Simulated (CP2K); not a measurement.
NbAs under changes of volume

One of the cells (17.395 Å³/atom); the others are scaled copies at fixed shape and fractional positions:

```xyz
4
Lattice="3.4517 0.0000 0.0000 0.0000 3.4517 0.0000 -1.7259 -1.7259 5.8400" Properties=species:S:1:pos:R:3 pbc="T T T"
Nb    0.0000    1.7259    0.0000
Nb    0.0000    0.0000    2.9200
As    1.7258    0.0000    0.9811
As    1.7258    1.7258    3.9011
```

* Program: CP2K 2026.2
* Functional: PBEsol
* Potentials or basis: POTENTIAL_UZH Nb GTH-PBE-q13, As GTH-PBE-q5; TZVP-MOLOPT-PBE-GTH basis
* Density cutoff: 6123 eV
* k mesh: 8 × 8 × 8
* Occupations: fermi-dirac, width 0.05 eV
* Spin: no spin polarisation

```csv
volume (Å³/atom),energy over the lowest point (meV/atom),pressure (GPa),largest force (eV/Å)
16.351,48.17,14.1,0.400
16.699,22.78,9.4,0.369
17.047,?,?,?
17.395,0.00,1.4,0.313
17.743,0.76,-2.0,0.288
18.091,8.52,-5.1,0.265
18.438,22.58,-7.8,0.243
```

Question: What does the run at 17.047 Å³/atom give?

Answer: Energy over the lowest point 7.05 meV/atom; pressure 5.2 GPa; largest force 0.340 eV/Å.

Worked out: A Birch-Murnaghan fit of order 3 (a polynomial in V^(-2/3)) to the other rows has its minimum at 17.53 Å³/atom with B0 = V·E''(V) = 173 GPa and B' = 4.3 at fixed shape and positions, which overstates the stiffness. It gives 7.05 meV/atom at 17.047 Å³/atom, against the run's 7.05, and -dE/dV = 5.2 GPa, against 5.2.

Energies are extrapolated to zero smearing.

Caveats: the potentials were made for another functional, which shifts forces and pressure; the basis of atomic orbitals isn't converged, which shifts pressures, moduli and gaps.
